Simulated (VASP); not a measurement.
Set up this calculation in VASP 6.6.1, as the native input.

| Property | Result |
| --- | --- |
| Task | single point |
| Functional | PBE |
| Potentials or basis | VASP PAW PBE potentials, release 64 (Ga_d, N) |
| Cutoff | 520 eV |
| k mesh | 10 × 10 × 10 |
| Occupations | fermi-dirac, width 0.02 eV |
| Spin | no spin polarisation |
| Dipole correction | no |
| Further INCAR settings | ALGO = Fast; EDIFF = 1e-06; NBANDS = 16 |

The structure of GaN lies in POSCAR:

```
GaN
1.0
    0.0000000000      2.2489525415      2.2763897625
    2.2489525415      0.0000000000      2.2763897625
    2.2489525415      2.2489525415      0.0000000000
Ga N
1 1
Direct
    0.0000000000      0.0000000000      0.0000000000
    0.2500000000      0.2500000000      0.2500000000
```

The cell was built by a generator and needn't be a form met in nature.

The cell isn't the ideal one: uniaxial_z strain +1.2%.

One way to write it, as run:

INCAR

```
SYSTEM = GaN
PREC     = Accurate       ! precision mode
ENCUT    = 520            ! plane-wave cutoff, eV
EDIFF    = 1E-6           ! SCF threshold, eV
ISMEAR   = -1             ! smearing method
SIGMA    = 0.02           ! smearing width, eV
LREAL    = .False.        ! projectors in reciprocal space
LASPH    = .True.         ! aspherical terms in the spheres
NELM     = 60             ! most SCF steps
ALGO     = Fast           ! electronic algorithm
ISIF     = 2              ! what is computed and relaxed
LWAVE    = .False.        ! write WAVECAR
LCHARG   = .True.         ! write CHGCAR
GGA      = PE             ! functional
LELF     = .True.         ! ELF
LVHAR    = .True.       
NBANDS   = 16             ! bands
```

KPOINTS

```
Automatic mesh
0
Gamma
  10 10 10
  0 0 0
```

Potentials or basis: VASP PAW PBE potentials, release 64 (Ga_d, N).

Run with:

```sh
$ cat potpaw_PBE.64/Ga_d/POTCAR potpaw_PBE.64/N/POTCAR > POTCAR
$ mpirun -np 1 vasp_std > vasp.out
```

It gave:

- Pressure: 3.8 GPa
- Band gap on the k mesh: 1.67 eV, direct

Run time: 78 s on 1 thread of AMD EPYC 7R43 64-Core Processor (Zen 3), with other jobs on the host, peak memory 0.12 GiB.
